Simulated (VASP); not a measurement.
Write the native input for VASP 6.6.1 that does the following.

| Item | Value |
| --- | --- |
| Task | single point |
| Functional | PBE |
| Potentials or basis | VASP PAW PBE potentials, release 64 (Ge_d) |
| Cutoff | 520 eV |
| k mesh | 8 × 8 × 8 |
| Occupations | gaussian, width 0.018 eV |
| Spin | no spin polarisation |
| Further INCAR settings | ALGO = Normal; EDIFF = 1e-06; NBANDS = 21 |

The structure of Ge lies in POSCAR:

```
Ge
1.0
    0.0000000000      2.8289100000      2.8289100000
    2.8289100000      0.0000000000      2.8289100000
    2.8289100000      2.8289100000      0.0000000000
Ge
2
Direct
    0.7500000000      0.7500000000      0.7500000000
    0.5000000000      0.5000000000      0.5000000000
```

The input as run:

INCAR

```
SYSTEM = Ge
  ALGO = Normal
  EDIFF = 1E-6
  ENCUT = 520
  GGA = PE
  ISIF = 2
  ISMEAR = 0
  LASPH = .TRUE.
  LCHARG = .TRUE.
  LELF = .TRUE.
  LREAL = .FALSE.
  LVHAR = .TRUE.
  LWAVE = .FALSE.
  NBANDS = 21
  NELM = 80
  PREC = Accurate
  SIGMA = 0.018000000000000002
```

KPOINTS

```
k-points
0
G
  8 8 8
  0 0 0
```

Potentials or basis: VASP PAW PBE potentials, release 64 (Ge_d).

Run with:

```console
$ cat potpaw_PBE.64/Ge_d/POTCAR > POTCAR
$ mpirun -np 1 vasp_std > vasp.out
```

It gave:

* Pressure: 3.5 GPa
* Band gap on the k mesh: 0.03 eV, direct

Run time: 26 s on 1 thread of Intel(R) Xeon(R) Platinum 8375C CPU @ 2.90GHz (Ice Lake), on a shared host, peak memory 0.17 GiB.
